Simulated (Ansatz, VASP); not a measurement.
## One calculation of BN, two programs

Contents of INCAR:

```
PREC = Accurate
ENCUT = 520
EDIFF = 1E-7
ISMEAR = 0
SIGMA = 0.05
LREAL = False
LASPH = True
NELM = 100
ALGO = Normal
ISIF = 2
LWAVE = False
LCHARG = True
GGA = PE
LELF = True
LVHAR = True
NBANDS = 16
```

Contents of KPOINTS:

```
regular mesh
0
Gamma
  12 12 4
```

Contents of POSCAR:

```
BN
1.0
    2.5039917043      0.0000000000      0.0000000000
   -1.2519958522      2.1685204268      0.0000000000
    0.0000000000      0.0000000000      6.6612000000
B N
2 2
Direct
    0.3333333333      0.6666666667      0.2500000000
    0.6666666667      0.3333333333      0.7500000000
    0.1315828704      0.5657914352      0.7500000000
    0.4649162037      0.2324581019      0.2500000000
```

Input for Ansatz:

```yaml
crystal:
  lattice:
    - [2.5039917043, 0.0, 0.0]
    - [-1.2519958522, 2.1685204268, 0.0]
    - [0.0, 0.0, 6.6612]
  atoms:
    - { symbol: B, position: [0.3333333333, 0.6666666667, 0.25] }
    - { symbol: B, position: [0.6666666667, 0.3333333333, 0.75] }
    - { symbol: "N", position: [0.1315828704, 0.5657914352, 0.75] }
    - { symbol: "N", position: [0.4649162037, 0.2324581019, 0.25] }
basis:
  ecutwfc: 420
kpoints:
  mp_grid: { grid: [12, 12, 4] }
hamiltonian:
  xc: pbe
scf:
  occupations: { method: gaussian, width: 0.05 }
output:
  forces: true
  stress: true
  eigenvalues: true
```

Change from the starting cell: all N atoms moved +0.438 Å, as atom 3 towards its neighbour atom 2 (B) at 1.446 Å.

Alike in both runs: task single point; functional PBE; k mesh 12 × 12 × 4; occupations gaussian, width 0.05 eV; no spin polarisation.

|  | VASP | Ansatz |
| --- | --- | --- |
| version | VASP 6.6.1 | Ansatz 0.2.0 |
| potentials or method | VASP PAW PBE potentials, release 64 (B, N) | scalar-relativistic, plane waves, PAW |
| plane-wave cutoff (eV) | 520 | 420 |
| valence electrons in the cell | 16 | 16 |

```tsv
	VASP	Ansatz	Ansatz less VASP
gap on the k mesh at the Fermi level (eV)	1.72	1.73	+0.017
least direct gap on the mesh (eV)	3.40	3.41	+0.009
rms of the force components (eV/Å)	20.387	19.717	-0.6698
```

Atom by atom the forces differ by 0.676 eV/Å (rms over components).

Caveats: forces of over 1 eV/Å show positions far from the minimum, so gaps and moduli don't describe the material at rest. A k mesh can miss the band edges.
